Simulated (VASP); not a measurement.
The system is Ba.

```
Ba
1.0
     4.31161    0.00000    0.00000
    -2.15581    3.73397    0.00000
     0.00000    0.00000    3.91341
Ba
1
Direct
  0.00000 0.00000 0.00000
```

This isn't the form of Ba at room conditions, which is bcc.

```yaml
Program: VASP 6.6.1
Task: single point
Functional: PBE
Potentials_or_basis: VASP PAW PBE potentials, release 64 (Ba_sv)
Cutoff: 520 eV
k_mesh: 7 × 7 × 7
Occupations: fermi-dirac, width 0.05 eV
Spin: no spin polarisation
```

On this cell: pressure -0.1 GPa; band gap on the k mesh none (metal or under the smearing width).

The same run follows on a disturbed copy (cell strained at random at fixed volume):

```
Ba
1.0
     4.22239   -0.05906    0.00604
    -2.16235    3.80257    0.01168
     0.00548    0.01541    3.95554
Ba
1
Cartesian
  -0.0014 0.0178 -0.0285
```

**Question.** What does the disturbed cell give?

**Answer.** The energy (extrapolated to zero smearing) moves by +0.9 meV/atom; pressure -0.1 GPa; band gap on the k mesh none (metal or under the smearing width).

Stress tensor (GPa, compression positive):
```
 0.08  0.19  0.01
 0.19 -0.41  0.03
 0.01  0.03  0.00
```
